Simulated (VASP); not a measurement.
A run of VASP 6.6.1 is set up as follows.

Contents of POSCAR:

```
Ca
3.8143
   -0.578141442362      0.578141442362      0.575758280681
    0.578141442362     -0.578141442362      0.575758280681
    0.578141442362      0.578141442362     -0.575758280681
Ca
1
Direct
    0.5000000000      0.5000000000      0.0000000000
```

Contents of INCAR.step1:

```
SYSTEM = Ca
PREC = Accurate ; ENCUT = 680
EDIFF = 1E-8 ; ISMEAR = -1
SIGMA = 0.02 ; LREAL = .False.
LASPH = .True. ; NELM = 60
ALGO = Normal ; ISIF = 3
LWAVE = .False. ; LCHARG = .False.
GGA = ML ; LUSE_VDW = .True.
AGGAC = 0.0 ; ZAB_VDW = -1.8867
IBRION = 2 ; NSW = 40
EDIFFG = -0.002
```

File INCAR.step2:

```
SYSTEM = Ca
PREC = Accurate ; ENCUT = 680
EDIFF = 1E-8 ; ISMEAR = -1
SIGMA = 0.02 ; LREAL = .False.
LASPH = .True. ; NELM = 60
ALGO = Normal ; ISIF = 3
LWAVE = .False. ; LCHARG = .False.
GGA = ML ; LUSE_VDW = .True.
AGGAC = 0.0 ; ZAB_VDW = -1.8867
IBRION = 6 ; NFREE = 2
POTIM = 0.015 ; NSW = 1
```

File KPOINTS:

```
Automatic mesh
0
Gamma
  7 7 7
  0 0 0
```

Potentials or basis: VASP PAW PBE potentials, release 64 (Ca_sv_GW).

The run is started by

```console
$ cat potpaw_PBE.64/Ca_sv_GW/POTCAR > POTCAR
$ cp INCAR.step1 INCAR
$ mpirun -np 1 vasp_std > vasp.out
$ cp CONTCAR POSCAR
$ cp INCAR.step2 INCAR
$ mpirun -np 1 vasp_std > vasp.out
```

Q: What does it give for the Voigt bulk modulus?

A: 17 GPa.

Q: What does it give for the relaxed volume?

A: 41.27 Å³/atom.

Final structure:
```
Ca
1.0
    -2.24368    2.24368    2.04929
     2.24368   -2.24368    2.04929
     2.24368    2.24368   -2.04929
Ca
1
Direct
  0.50000 0.50000 0.00000
```

Caveat: the elastic tensor has a negative eigenvalue, so either the cell is unstable as it stands or the mesh is too thin; the PAW data sets were made with another functional, which shifts forces and pressure a little.
